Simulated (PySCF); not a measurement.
cyclopentadiene: calculation against experiment

**Experimental background.**

From NIST CCCBDB Release 22 (SRD 101), experimental dipoles, for the gas: dipole moment (microwave Stark effect) 0.419 D.

The runs below try to reproduce these values; the comparison stands at the end.

Species: cyclopentadiene, C₅H₆.
Numbering: `[CH:1]1=[CH:2][CH2:3][CH:4]=[CH:5]1` (hydrogens: H6 on C1; H7 on C2; H8, H9 on C3; H10 on C4; H11 on C5)

Cartesian coordinates in Å at the GFN2-xTB level; atoms count from 1:
```
atom  x, y, z in Å
C1    -1.046    0.740   -0.203
C2     0.229    1.148   -0.155
C3     1.117   -0.025    0.098
C4     0.146   -1.156    0.183
C5    -1.097   -0.692    0.006
H6    -1.914    1.353   -0.368
H7     0.601    2.149   -0.272
H8     1.689    0.090    1.021
H9     1.840   -0.169   -0.709
H10    0.447   -2.172    0.360
H11   -2.007   -1.264    0.013
```

Runs made with PySCF (gas phase, on this GFN2-xTB geometry; no spin–orbit coupling):

```json
{"level": "CAM-B3LYP/def2-SVPD", "job": "8 singlets by full TDDFT, 3 Tamm–Dancoff triplets, polarisability", "basis functions": "148", "wall time": "10 s"}
```

Hardware: x86-64 server, one thread, shared host.

**Comparison with experiment**

**Dipole moment.** Measured: 0.419 D (NIST CCCBDB Release 22 (SRD 101), experimental dipoles).

| level | computed (D) | computed − measured (D) | % (from the printed values) |
| --- | --- | --- | --- |
| CAM-B3LYP/def2-SVPD | 0.469 | +0.050 | +12 |

The computed dipoles belong to one fixed geometry; measured ones are averaged over vibrations unless marked μe. Magnitudes are compared, not signs.

The geometry is computed, not the measured one. Where a level misses, the cause wasn't examined.
